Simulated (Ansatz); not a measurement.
ZnTe:
```
CELL_PARAMETERS angstrom
      0.00000     3.08959     3.08959
      3.08959     0.00000     3.08959
      3.08959     3.08959     0.00000
ATOMIC_POSITIONS crystal
  Te 0.75000 0.75000 0.75000
  Zn 0.00000 0.00000 0.00000
```

This is the PBE-relaxed structure. x, y and z are the axes in which the lattice vectors are written.

Question: All from DFT-PBE in the program Ansatz with PAW potentials, unless another level is named. Estimate the bulk modulus (Birch–Murnaghan fit).

Answer: 43.2 GPa.

Question: And the highest zone-centre frequency (without LO–TO term)?

Answer: 168 cm^-1.

Question: Next, the piezoelectric stress constants (proper, relaxed ions, C/m²)?

Answer: e14 = e25 = e36 = 0.16.

Space group F-43m (zinc blende). The PBE relaxation kept the symmetry of its start; of distortions, only those at the zone centre were tested. Spin–orbit coupling is left out wherever it is not named.

Potentials: the later of the program's two PAW sets.
